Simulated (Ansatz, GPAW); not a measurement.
# A Pb chain with CO on top of one atom: relaxation, then transmission at several levels, part 2 of 4

Aim: the conductance of a Pb chain with CO on top of one atom after relaxation, and whether geometry, basis or functional moves it most.

GPAW 26.7.0 and Ansatz 0.2.0; Ansatz plane waves; relaxation of the junction with the lead ends held; PAW set soft_1 (the session's first sound run).

So far. Step 2 (Relaxing the atoms): The relaxation lowered the energy of the cell by 0.989 eV.

## Step 3: Plane waves, PBE

Plane waves give the reference curve, free of the bias of atom-centred orbitals.

This step: Ansatz plane waves; Landauer transmission by layers, zero bias; PAW set soft_1 (Ansatz 0.2.0).

File input.yaml:

```yaml
crystal:
  lattice:
    - [9.0, 0.0, 0.0]
    - [0.0, 9.0, 0.0]
    - [0.0, 0.0, 37.7]
  atoms:
    - { symbol: Pb, position: [0.5, 0.5, 0.0384615385] }
    - { symbol: Pb, position: [0.5, 0.5, 0.1153846154] }
    - { symbol: Pb, position: [0.5, 0.5, 0.1923076923] }
    - { symbol: Pb, position: [0.5, 0.5, 0.2692307692] }
    - { symbol: Pb, position: [0.4242821581, 0.4337090488, 0.3450141498] }
    - { symbol: Pb, position: [0.5341960341, 0.5123128402, 0.417953599] }
    - { symbol: Pb, position: [0.4454211007, 0.4585866109, 0.4999301579] }
    - { symbol: C, position: [0.6712341863, 0.5916964462, 0.4999400881] }
    - { symbol: O, position: [0.7818337398, 0.6570448135, 0.4999256331] }
    - { symbol: Pb, position: [0.5343641342, 0.5122905575, 0.5818869315] }
    - { symbol: Pb, position: [0.42589382, 0.4328632532, 0.6549254312] }
    - { symbol: Pb, position: [0.5, 0.5, 0.7307692308] }
    - { symbol: Pb, position: [0.5, 0.5, 0.8076923077] }
    - { symbol: Pb, position: [0.5, 0.5, 0.8846153846] }
    - { symbol: Pb, position: [0.5, 0.5, 0.9615384615] }
kpoints:
  mp_grid: { grid: [1, 1, 2] }
hamiltonian:
  xc: pbe
  pseudopotentials: { kind: paw, azcp: { folder: soft_1 } }
scf:
  occupations: { method: fermi_dirac, width: 0.1 }
output:
  transmission:
    leads: [[0, 1]]
    e_range: [-2, 2]
    de: 0.025
    kmesh: [1, 1]
    reduced_basis: true
  write_potential: true
  write_density: true
  volumetric_format: npy
  elf: true
```

Command:

```sh
$ ansatz run input.yaml --threads 4 --pin off --max-ram 8192MiB --backend cpu --events-out ev --progress --plain --runs-dir out
```

Numbers of over 12 decimals in the logs are rounded to 6 here.

The log of the run:

```text
[...]
Crystal: 15 atoms, lattice volume = 3053.700 Å³
Basis set: ecut = 420 eV, 59633 PW (Γ)
Bands: 116, of which v1, the nominal top of the filled ones, is band 96 counted from 1 (95 counted from 0)
Symmetry: 1 space group operations
[...]
k-points: 2
[...]
SCF iter   1: F=—  HF=-155617.496932 eV  |F-HF|=—  |Δ(HF+E_count)|=         —  Δρ=1.49e-2  dr2=1.19e1  ethr=3.10e-3  ⟨swp⟩=6.5  Hψ=1029  notcnv=0
[...]
SCF iter  10: F=-155615.643034 eV  HF=-155615.643034 eV  |F-HF|=7.51e-9  |Δ(HF+E_count)|=   2.58e-8  Δρ=6.80e-7  dr2=2.43e-8  ethr=5.21e-11  ⟨swp⟩=7.0  Hψ=870  notcnv=0
SCF 1 converged in 10 iterations: F = -155615.643034 eV  dr2 = 2.43e-8
[...]
transmission: 47 of 282 steps passed
transmission: 94 of 282 steps passed
[...]
transmission: 282 of 282 steps passed
WARN: The output density's exchange-correlation potential varies sharply where the density is thin. Do not read a vacuum level from v_tot or v_xc, or from such a field of the output density. On a cell that repeats whose density bears no net charge and no dipole along the vacuum's axis use v_es (v_loc + v_h of the components); under efield.dipole_correction with no amplitude use v_es + v_field, which holds any externa [...]
SCF converged after 10 iterations
Free energy (F): -155615.643034 eV
[...]
Internal energy: -155615.084224 eV  (E = F + TS)
E sigma→0 (E₀):  -155615.363629 eV
Entropy (-TS):   -0.558810 eV (-37.254 meV/atom)
Fermi energy:    -2.050157 eV
[...]
--- Band table (eV) ---
  k-point 0: bands = [... 92 lower, -2.4274, -2.3098, -2.2687, -2.1503, -1.9729, -1.8240, -1.7833, -1.7108, ... 16 higher]
  k-point 1: bands = [... 92 lower, -2.4618, -2.3029, -2.2508, -2.0644, -2.0226, -1.9008, -1.7028, -1.5620, ... 16 higher]
--- Transmission ---
  basis      : 717 plane waves across, 47 finite elements along
  points     : 1, standing for a mesh of 1 x 1
  filling    : by the input's occupations and mesh, since the crystals that have channels conduct as metals do. If one of these is a semiconductor, that mesh has misplaced its level
  energies   : 161 from -2.000000 to 2.000000 eV about the Fermi level, 0.025000 eV apart; the leads are filled to 0.000000 eV, and channels, transmission and decay are at 0.000000 eV
  crystal 0  : Pb1, at the sites [0, 1], period 2.9000 Å, over 23.20 Å; its Hamiltonian steps by up to 13.8 meV
    offset         : up to 0.0000 Å between an atom of the period and one for which it stands
    filled         : 8.9 meV over the level at which it is neutral
    channels       : 3.000000e0 a spin
    conductance    : 2.8697e14 S/m² at 300 K; may be off by some 0.0 % by where its bands' edges are placed, 0.0 % from the distance to neutral
  junction   : crystal 0 to crystal 0, 0.00 to 34.80 Å
    transmission   : 2.036497e0 a spin
    error estimate : 4.842107e-4 a spin from the reduction of the transverse basis, at the most 1.364312e-2 at -0.675000 eV
    conductance    : 1.9456e14 S/m² at 300 K (1.9456e14 on every other energy)
    error estimate : 0.0 % from the energy spacing and 0.0 % from band edges of the leads and from resonances (wavevectors taken as independent; lower de), 0.0 % from the reduction of the transverse basis, 0.5 % from the steps of its leads' Hamiltonians or their offsets (lay more layers), 0.2 % from the distance to neutral
    resistance     : 1.6551e-3 Ω µm² beyond half of each lead's own
```

The job ended after 77 s (4 threads of AMD EPYC 7R13 (Zen 3), shared host; peak memory 3.7 GiB; 3.6 min of CPU time).

In the SCF lines HF is the Harris–Foulkes energy and dr2 the Hartree energy of the density residual, in eV; the loop may stop once dr2 is under the threshold and the program's other checks hold. Hψ counts applications of the Hamiltonian.

Numbers from this step:

```
lead level                                              : 0 eV from the Fermi level
transmission at the Fermi level (one spin)              : 2.036
open channels of the lead at the Fermi level (one spin) : 3
step of the potential along the lead                    : 13.8 meV
offset of the lead                                      : 0 Å
filling of the lead less its bulk value, in size        : 8.9 meV
conductance                                             : 2.034 G₀
```

One spin. Transmission, zone mean against energy, zero at the Fermi level:

| energy (eV) | transmission, zone mean |
| --- | --- |
| -2.000 | 0.123 |
| -1.800 | 0.408 |
| -1.600 | 0.991 |
| -1.575 | 0.999 |
| -1.400 | 0.601 |
| -1.200 | 0.294 |
| -1.000 | 0.205 |
| -0.800 | 0.316 |
| -0.700 | 1.99 |
| -0.600 | 1.71 |
| -0.400 | 1.72 |
| -0.200 | 1.92 |
| 0.000 | 2.04 |
| 0.175 | 2.07 |
| 0.200 | 2.07 |
| 0.400 | 2.03 |
| 0.600 | 2.01 |
| 0.800 | 2.01 |
| 1.000 | 1.98 |
| 1.200 | 1.86 |
| 1.400 | 1.62 |
| 1.600 | 1.28 |
| 1.800 | 0.886 |
| 2.000 | 0.615 |

One spin. Open channels, zone mean against energy, zero at the Fermi level:

```
energy (eV)  open channels, zone mean
     -2.000                         1
     -1.800                         1
     -1.600                         1
     -1.400                         1
     -1.200                         1
     -1.000                         1
     -0.800                         1
     -0.600                         3
     -0.400                         3
     -0.200                         3
      0.000                         3
      0.200                         3
      0.400                         3
      0.600                         3
      0.800                         3
      1.000                         3
      1.200                         3
      1.400                         3
      1.600                         3
      1.800                         3
      2.000                         3
```

Crystal 0, spin -, k parallel (0, 0); distinct values, listed up to 1.5 1/Å. The Im kz of the slowest decaying states by energy, zero at the Fermi level:

```
energy (eV)  decay 1 (Å⁻¹)  decay 2 (Å⁻¹)  decay 3 (Å⁻¹)  decay 4 (Å⁻¹)
     -2.000          0.512          0.512           1.16           1.29
     -1.800          0.473          0.473           1.13           1.27
     -1.600          0.429          0.429           1.11           1.25
     -1.400          0.380          0.380           1.08           1.22
     -1.200          0.321          0.321           1.06           1.20
     -1.000          0.248          0.248           1.03           1.18
     -0.800          0.138          0.138           1.01           1.16
     -0.600          0.979           1.13           1.19           1.19
     -0.400          0.951           1.11           1.18           1.18
     -0.200          0.922           1.08           1.16           1.16
      0.000          0.893           1.06           1.14           1.14
      0.200          0.862           1.03           1.12           1.12
      0.400          0.830           1.01           1.10           1.10
      0.600          0.797          0.980           1.07           1.07
      0.800          0.762          0.953           1.05           1.05
      1.000          0.726          0.924           1.03           1.03
      1.200          0.687          0.895           1.01           1.01
      1.400          0.647          0.864          0.984          0.984
      1.600          0.604          0.833          0.960          0.960
      1.800          0.557          0.800          0.935          0.935
      2.000          0.506          0.765          0.909          0.909
```

Crystal 0, spin -, k parallel (0, 0). Table of Re kz of states that move upwards by energy, zero at the Fermi level:

```csv
energy (eV),channel 1 (Å⁻¹),channel 2 (Å⁻¹),channel 3 (Å⁻¹)
-2.000,-0.985,-,-
-1.900,-0.971,-,-
-1.800,-0.958,-,-
-1.700,-0.947,-,-
-1.600,-0.935,-,-
-1.500,-0.924,-,-
-1.400,-0.914,-,-
-1.300,-0.904,-,-
-1.200,-0.894,-,-
-1.100,-0.885,-,-
-1.000,-0.875,-,-
-0.900,-0.866,-,-
-0.800,-0.857,-,-
-0.700,-0.848,0.0479,0.0482
-0.600,-0.839,0.155,0.155
-0.500,-0.831,0.214,0.214
-0.400,-0.822,0.261,0.261
-0.300,-0.814,0.300,0.300
-0.200,-0.806,0.336,0.336
-0.100,-0.797,0.368,0.368
0.000,-0.789,0.398,0.398
0.100,-0.781,0.426,0.426
0.200,-0.773,0.452,0.452
0.300,-0.765,0.478,0.478
0.400,-0.757,0.502,0.502
0.500,-0.750,0.526,0.526
0.600,-0.742,0.548,0.548
0.700,-0.734,0.570,0.570
0.800,-0.727,0.592,0.592
0.900,-0.719,0.613,0.613
1.000,-0.711,0.633,0.633
1.100,-0.704,0.653,0.653
1.200,-0.696,0.673,0.673
1.300,-0.689,0.693,0.693
1.400,-0.682,0.712,0.712
1.500,-0.674,0.732,0.732
1.600,-0.667,0.751,0.751
1.700,-0.660,0.770,0.770
1.800,-0.653,0.789,0.789
1.900,-0.645,0.808,0.808
2.000,-0.638,0.827,0.827
```

The electrostatic potential energy of an electron (with the applied field's), less the Fermi level, planar mean oscillates, so the rows of the table below give means over windows of 2.8 Å about each position, cut where the curve ends. Its maxima inside the range that stand out by 2 % of the span (Å: eV): 2.9: 3.86, 5.7: 3.86, 8.7: 3.83, 11.6: 3.74, 14.4: 3.57, 17.2: 3.65, 20.5: 3.65, 23.3: 3.57, 26.1: 3.74, 29.0: 3.83, 32.0: 3.86, 34.8: 3.86. Its minima: 1.5: 1.99, 4.4: 2.00, 7.2: 1.98, 10.2: 1.91, 13.0: 1.85, 15.8: 1.72, 18.9: -0.0841, 21.9: 1.72, 24.7: 1.85, 27.5: 1.91, 30.5: 1.98, 33.3: 2.00, 36.2: 1.99.

Table of electrostatic potential energy of an electron (with the applied field's), less the Fermi level, planar mean by z; means over each step:

```csv
z (Å),"electrostatic potential energy of an electron (with the applied field's), less the Fermi level, planar mean (eV)"
1.40,2.90
4.20,2.90
7.00,2.89
9.80,2.84
12.60,2.77
15.40,2.63
18.20,2.06
21.00,2.75
23.80,2.67
26.60,2.83
29.40,2.93
32.20,2.96
35.00,2.96
```

The valence density, planar mean oscillates, so the rows of the table below give means over windows of 2.87 Å about each position, cut where the curve ends. Its maxima inside the range that stand out by 2 % of the span (Å: e/Å³): 1.5: 0.135, 4.4: 0.134, 7.2: 0.135, 10.2: 0.135, 13.0: 0.135, 15.8: 0.135, 18.9: 0.259, 21.9: 0.135, 24.7: 0.134, 27.5: 0.135, 30.5: 0.135, 33.3: 0.134, 36.2: 0.135. Its minima: 2.9: 0.0145, 5.7: 0.0145, 8.7: 0.0145, 11.6: 0.0154, 14.4: 0.0171, 17.2: 0.0126, 20.5: 0.0126, 23.3: 0.0170, 26.1: 0.0153, 29.0: 0.0145, 32.0: 0.0145, 34.8: 0.0145.

Table of valence density, planar mean by z; means over each step:

```csv
z (Å),"valence density, planar mean (e/Å³)"
1.44,0.0601
4.30,0.0601
7.17,0.0601
10.04,0.0601
12.91,0.0606
15.78,0.0601
18.65,0.102
21.52,0.0594
24.39,0.0610
27.26,0.0602
30.13,0.0601
33.00,0.0600
35.88,0.0600
```

Electrostatic potential energy in the ca plane at fractional y = 0.500, with atoms of Pb within 0.2 Å of it. With pseudopotentials it is smooth inside the atoms' cores, unlike the true potential.

Ten even steps from '0' (-43 eV) to '9' (2 eV), each cell a mean:
```
99999999999999999999999999999999999999999999
99999999999999999999999999999999999999999999
99999999999999999999999999999999999999999999
99999999999999999999999999999999999999999999
99999999999999999999999999999999999999999999
99999999999999999999999999999999999999999999
99999999999999999999988899999999999999999999
99999999999988889999987899999888899999999999
89999999999863358999988899998633589999999999
68999999998610015899988899986100058999999998
27998888898300003898765678984000038998888997
06887545788400003888510148884000038875457886
16885101588610016887200027886200168862014787
48873000488864468997200027998644688840003788
88984101589988889998510048999888899861014899
99987535799999999999864579999999999985457899
99998888999999999999988899999999999998888999
99999999999999999999999999999999999999999999
99999999999999999999999999999999999999999999
99999999999999999999999999999999999999999999
99999999999999999999999999999999999999999999
99999999999999999999999999999999999999999999
99999999999999999999999999999999999999999999
99999999999999999999999999999999999999999999
```
Columns run along c (16.0 Å, from fractional 0.29 to 0.71 of the cell; values clipped at the 3rd and 97th percentile), rows up along a (9.0 Å). Atoms in or near the plane, at fractional coordinates: Pb at (0.42, 0.53), Pb at (0.58, 0.53).

ELF in the ca plane at fractional y = 0.500, with atoms of Pb within 0.2 Å of it. It is the smooth field of the valence electrons, not physical close to the nuclei.

Ten even steps from '0' (0.00) to '9' (0.86), each cell a mean:
```
00000000000000000000000000000000000000000000
00000000000000000000000000000000000000000000
00000000000000000000000000000000000000000000
00000000000000000110000000110000000110000000
11111100000000112221000001221000011221110000
22222211100011123343200013443100023433211100
33444322111112234454420146776310245544322111
44454433222223345555531158998511355555432222
44444543322233444555542148997412455554443322
45455444333333445323543123443213453235443333
43124444333334444101443222322223441014443333
42002444344444444101443334334333441014444444
42003443444444444334444343114434443334444444
44334444443344443444444443114444444443444433
44444444444444443333334554345554333333444444
44444344445544443333234555555553323333454455
44333334544445443222223455555543212223445444
33222234444444432211111344554421111122344444
22111223344433222110001122332210000112223344
11111112222222111000000001111000000001112222
00000011111111000000000000000000000000001111
00000000000000000000000000000000000000000000
00000000000000000000000000000000000000000000
00000000000000000000000000000000000000000000
```
Columns run along c (16.0 Å, from fractional 0.25 to 0.67 of the cell), rows up along a (9.0 Å). Atoms in or near the plane, at fractional coordinates: Pb at (0.27, 0.50), Pb at (0.42, 0.53), Pb at (0.58, 0.53).

Valence density in the ca plane at fractional y = 0.500, with atoms of Pb within 0.2 Å of it. It is the smooth field of the valence electrons, not physical close to the nuclei.

Values in e/Å³, 13 rows by 16 columns, each cell a mean:
```
0.0 0.0 0.0 0.0 0.0 0.0 0.0 0.0 0.0 0.0 0.0 0.0 0.0 0.0 0.0 0.0
0.0 0.0 0.0 0.0 0.0 0.0 0.0 0.0 0.0 0.0 0.0 0.0 0.0 0.0 0.0 0.0
0.0 0.0 0.0 0.0 0.0 0.0 0.0 0.0 0.1 0.0 0.0 0.0 0.0 0.0 0.0 0.0
0.0 0.0 0.0 0.0 0.1 0.1 0.0 0.1 0.2 0.0 0.0 0.1 0.0 0.0 0.0 0.0
0.1 0.0 0.0 0.1 0.5 0.7 0.1 0.2 0.4 0.1 0.4 0.8 0.1 0.0 0.0 0.1
0.6 0.1 0.2 0.2 2.7 3.8 0.3 0.3 0.5 0.1 1.7 4.6 0.5 0.1 0.1 0.2
1.0 0.5 1.3 0.3 2.3 3.2 0.3 1.4 2.7 0.3 1.5 3.9 0.5 0.8 1.0 0.3
0.4 0.8 2.4 0.4 0.3 0.4 0.1 1.6 3.1 0.3 0.2 0.5 0.2 1.5 1.8 0.3
0.1 0.3 0.7 0.2 0.1 0.0 0.1 0.3 0.6 0.1 0.0 0.1 0.1 0.5 0.5 0.1
0.0 0.1 0.1 0.0 0.0 0.0 0.0 0.0 0.1 0.0 0.0 0.0 0.0 0.1 0.1 0.0
0.0 0.0 0.0 0.0 0.0 0.0 0.0 0.0 0.0 0.0 0.0 0.0 0.0 0.0 0.0 0.0
0.0 0.0 0.0 0.0 0.0 0.0 0.0 0.0 0.0 0.0 0.0 0.0 0.0 0.0 0.0 0.0
0.0 0.0 0.0 0.0 0.0 0.0 0.0 0.0 0.0 0.0 0.0 0.0 0.0 0.0 0.0 0.0
```
Columns run along c (16.0 Å, from fractional 0.29 to 0.71 of the cell), rows up along a (9.0 Å). Atoms in or near the plane, at fractional coordinates: Pb at (0.42, 0.53), Pb at (0.58, 0.53).

T at the Fermi level is 2.04 of 3 open channels a spin, without spin-orbit coupling, which is large for these atoms.

(Part 2 of 4 ends here.)

[Logs are printed without paths, hosts, clocks, repeated set-up lines and the standing remarks that a program may print on its own settings, such as how far it seeks lower states.]

[Hosts, paths, dates, database ids (printed as entryN), source tags and the programs' standing remarks are cut or masked in the printed files.]
